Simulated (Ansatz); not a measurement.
**Y: pressure against volume**

Y, Fm-3m, a = 5.101 Å. This isn't the element's structure at ambient conditions. Ansatz: r2SCAN, PAW, 500 eV, Γ-centred 14×14×14 mesh on 1 atom, Gaussian smearing 0.10 eV; no spin polarisation. Symmetry fixes shape and atoms, so the cell is only scaled; pressure is positive in compression.

| V (Å³/atom) | P (GPa) |
| --- | --- |
| 31.190 | ? |
| 32.185 | 1.22 |
| 33.180 | 0.01 |
| 34.176 | -1.05 |
| 35.171 | -1.99 |

Question: Take V0 = 33.180 Å³/atom, count pressures from its P0 = 0.01 GPa, fit the third-order Birch–Murnaghan form to the other rows, and predict the missing pressure.

Answer: With the Eulerian strain f = ½[(V0/V)^(2/3) − 1] and y = (P − P0)/[3f(1 + 2f)^(5/2)], the form is the line y = B0 + 1.5 B0 (B0′ − 4) f. Rows (f, y): 0.01025, 37.4; -0.00976, 38.0; -0.01905, 38.6. Means f = -0.006187, y = 38.000; Σ(Δf)² = 0.0004484, ΣΔfΔy = -0.01758; the slope is their ratio. y = 37.76 − 39.21 f GPa, so B0 = 37.8 GPa and B0′ = 4 + 2 × (-39.21)/(3 × 37.76) = 3.31. At V = 31.190, f = 0.02105, y = 36.93 and P = 2.60 GPa. The run gave 2.59 GPa, so the fit is 0.01 GPa too high, a small miss on the scale of the series. The form still works here, 33 % of the fitted range beyond its end.